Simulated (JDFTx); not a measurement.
# KBr: equation of state with PBEsol

The system is KBr.

```
Br K
1.0
     0.00000    3.30000    3.30000
     3.30000    0.00000    3.30000
     3.30000    3.30000    0.00000
Br K
1 1
Direct
  0.50000 0.50000 0.50000
  0.00000 0.00000 0.00000
```

```
Program                                 : JDFTx 1.7.0 (patched build)
Task                                    : equation of state
Functional                              : PBEsol
Potentials or basis                     : PseudoDojo-SR-PBEsol-0.4.1-standard with smoothed tails
Cutoff                                  : 1007 eV
Density cutoff                          : 8055 eV
k mesh                                  : 7 × 7 × 7
Occupations                             : fermi-dirac, width 0.05 eV
Spin                                    : no spin polarisation
Local potential set to -Z/r beyond      : 6 bohr
Bands                                   : 14
Density cutoff over wavefunction cutoff : 8
Max SCF steps                           : 100
SCF threshold on the energy             : 1e-09 Ha
Solver of the electrons                 : scf
```

| Quantity | Value |
| --- | --- |
| Equilibrium volume | 35.11 Å³/atom |
| Bulk modulus | 15.4 GPa |
| Pressure derivative of the bulk modulus | 5.0 |

Energy against volume, from the lowest point:
```tsv
volume (Å³/atom)	energy (meV/atom)
33.781	2.58
34.500	0.51
35.218	0.00
35.937	0.89
36.656	3.00
37.374	6.20
38.093	10.36
```
